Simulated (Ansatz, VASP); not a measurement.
**Bi4Te3 in VASP and in Ansatz**

```
CELL_PARAMETERS angstrom
5.21799 0.00000 0.00000
-2.60899 4.51891 0.00000
0.00000 0.00000 9.85501
ATOMIC_POSITIONS crystal
Bi 0.33333 0.66667 0.28779
Bi 0.33333 0.66667 0.71221
Bi 0.66667 0.33333 0.71221
Bi 0.66667 0.33333 0.28779
Te 0.50000 0.00000 0.00000
Te 0.00000 0.50000 0.00000
Te 0.50000 0.50000 0.00000
```

Alike in both runs: task single point; functional PBE; k mesh 6 × 6 × 2; occupations gaussian, width 0.1 eV; no spin polarisation.

```csv
,VASP,Ansatz
version,VASP 6.6.1,Ansatz 0.2.0
potentials or method,"VASP PAW PBE potentials, release 64 (Bi_d, Te)","scalar-relativistic, plane waves, PAW"
plane-wave cutoff (eV),520,420
valence electrons in the cell,78,108
```

```tsv
	VASP	Ansatz	Ansatz less VASP
gap on the k mesh at the Fermi level (eV)	none	none	-
pressure (GPa)	23.2	23.1	-0.13
largest component of the traceless stress (GPa)	5.48	5.32	-0.159
rms of the force components (eV/Å)	1.102	1.100	-0.0019
```

Atom by atom the forces differ by 0.002 eV/Å (rms over components). A gap of «none» marks a metal or a gap that the smearing closes. The functional is the same, so the differences come from potentials, cutoffs and numerics. The two sets of potentials don't hold the same shells in valence.

Caveats: so large a pressure means that the cell lies far from this level's equilibrium, or that cutoff or potentials fall short (VASP); spin-orbit coupling is left out, which moves the levels of the heavy elements; this functional lacks dispersion, which binds the layers, so the pressure and a relaxed spacing across them are unreliable; forces of over 1 eV/Å show positions far from the minimum, so gaps and moduli don't describe the material at rest.
